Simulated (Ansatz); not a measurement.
The system is Ge.

```
Ge
1.0
     1.48805   -2.59469    0.00000
     1.48805    2.59469    0.00000
     0.00000    0.00000    4.72760
Ge
2
Cartesian
  1.4881 0.8643 1.1819
  1.4881 -0.8643 3.5457
```

This isn't the form of Ge at room conditions, which is diamond.

- Program: Ansatz 0.2.0
- Task: relaxation of cell and atoms
- Functional: revPBE
- Dispersion: D4
- Potentials or basis: Ansatz PAW
- Cutoff: 420 eV (not typed: the program's choice for these potentials)
- k mesh: 10 × 10 × 6
- Occupations: fermi-dirac, width 0.05 eV
- Spin: no spin polarisation

At the start: volume 18.25 Å³/atom.

Task: How do energy, volume and symmetry change on relaxing?

Result: It ends after 17 steps and the volume is 18.29 Å³/atom (+0.2 %); space group P6/mmm (No. 191, to 0.05 Å).

The path:
```tsv
step	energy change (eV)	largest force (eV/Å)	volume (Å³)
1	0.0000	0.0009	36.51
2	-0.0058	0.0056	36.45
3	-0.0061	0.0079	36.41
4	-0.0066	0.0090	36.39
5	-0.0089	0.0361	36.19
6	-0.0344	0.0996	36.50
7	-0.0701	0.0227	36.26
8	-0.1188	0.0780	36.69
9	-0.1329	0.0012	36.81
10	-0.1411	0.0023	36.70
11	-0.1454	0.0075	36.71
12	-0.1462	0.0031	36.53
13	-0.1463	0.0017	36.53
14	-0.1463	0.0002	36.55
15	-0.1477	0.0002	36.55
16	-0.1477	0.0000	36.59
17	-0.1477	0.0000	36.59
```

Final structure:
```
Ge
1.0
     1.42318   -2.46501    0.00000
     1.42318    2.46501    0.00000
     0.00000    0.00000    5.21489
Ge
2
Direct
  0.50001 0.49999 0.25000
  0.49999 0.50001 0.75000
```

Caveat: the plane-wave basis is chosen anew once the cell has moved, so the energies of steps on either side of that aren't comparable; pairwise dispersion overbinds metals, which lowers pressure and volume; the PAW data sets come from PBE, with cores solved anew for the run's functional, which leaves a small shift of forces and pressure.
